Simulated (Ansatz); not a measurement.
TiNi under changes of volume

One of the cells (13.403 Å³/atom); the others are scaled copies at fixed shape and fractional positions:

```
Ni Ti
1.0
     2.73580    0.00000    0.00000
     0.00000    2.73580    0.00000
     0.00000    0.00000    3.58141
Ni Ti
1 1
Direct
  0.00000 0.00000 0.00000
  0.50000 0.50000 0.50000
```

The cell comes from a database or a generator and needn't be the stable form of this composition.

* Program: Ansatz 0.2.0
* Functional: PBEsol
* Potentials or basis: Ansatz PAW earlier set
* Cutoff: 920 eV (not typed: the program's choice for these potentials)
* k mesh: 10 × 10 × 8
* Occupations: fermi-dirac, width 0.05 eV
* Spin: collinear spin, ferromagnetic start
* Starting moments: [1.0, 1.0] μB

```tsv
volume (Å³/atom)	energy over the lowest point (meV/atom)	pressure (GPa)
12.599	?	?
12.867	0.00	0.3
13.135	2.57	-3.2
13.403	10.60	-6.3
13.671	23.53	-9.0
13.939	40.86	-11.5
14.207	62.13	-13.7
```

Problem. What does the run at 12.599 Å³/atom give?

Solution. Energy over the lowest point 3.51 meV/atom; pressure 4.1 GPa.

Worked out: A Birch-Murnaghan fit of order 3 (a polynomial in V^(-2/3)) to the other rows has its minimum at 12.88 Å³/atom with B0 = V·E''(V) = 174 GPa and B' = 4.2 at fixed shape and positions, which overstates the stiffness. It gives 3.52 meV/atom at 12.599 Å³/atom, against the run's 3.51, and -dE/dV = 4.1 GPa, against 4.1.

Energies are extrapolated to zero smearing.

Caveats: the PAW data sets come from PBE, with cores solved anew for the run's functional, which leaves a small shift of forces and pressure; the starting moments weren't kept.
